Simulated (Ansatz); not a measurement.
A run of Ansatz 0.2.0 is set up as follows.

Contents of input.yaml:

```yaml
crystal:
  lattice:
    - [0.0, 2.8338, 2.8338]
    - [2.8338, 0.0, 2.8338]
    - [2.8338, 2.8338, 0.0]
  atoms:
    - { symbol: Se, position: [0.75, 0.75, 0.75] }
    - { symbol: Zn, position: [0.0, 0.0, 0.0] }
kpoints:
  mp_grid: { grid: [6, 6, 6] }
scf:
  occupations: { method: fermi_dirac, width: 0.05 }
hamiltonian:
  xc: pbesol
  pseudopotentials: { kind: all_electron, lapw: { basis_error: 0.001 } }
output:
  forces: true
  stress: true
elastic:
  mode: relaxed_ion
  stencil: two_point
```

Potentials or basis: all-electron LAPW, scalar-relativistic.

Run with:

```bash
$ ansatz run input.yaml --threads 1 --pin off --max-ram 3072MiB --backend cpu --events-out ev --progress --plain --runs-dir out
```

Problem. Estimate the elastic constants C11, C12, C44.

Solution. 85, 48, 39 GPa.

Problem. Predict the Voigt bulk modulus.

Solution. 60 GPa.

Problem. Predict the band gap on the k mesh.

Solution. 1.17 eV, direct.

Problem. Estimate the pressure.

Solution. -1.1 GPa.

Elastic tensor in Voigt notation (GPa, in the Cartesian axes of the cell as first typed):
```
85 48 48  0  0  0
48 85 48  0  0  0
48 48 85  0  0  0
 0  0  0 39  0  0
 0  0  0  0 39  0
 0  0  0  0  0 39
```

**The experiment to reproduce.**

From “Alloy Disordering Effects on the Thermal Conductivity and Energy Gap Temperature Dependence of Cd1−xZnxSe Ternary Crystals Grown by the Bridgman Method”, 2023, pmc:10253836, for a bulk crystal of ZnSe at 300 K: band gap 2.695 ± 0.003 eV (an exciton energy, a little under the gap).

Measured gap of ZnSe: 2.695 eV (an exciton energy, a little under the gap; 300 K; “Alloy Disordering Effects on the Thermal Conductivity and Energy Gap Temperature Dependence of Cd1−xZnxSe Ternary Crystals Grown by the Bridgman Method”, 2023, pmc:10253836). This calculation gives 1.17 eV (-1.53 eV). So large a miss can be the level of theory's own, or it may mean another phase, state or a wrong row. Spin-orbit coupling on Se is left out. The value is that of PBEsol, without temperature or zero-point motion. Semilocal functionals fall short of measured gaps as a rule.
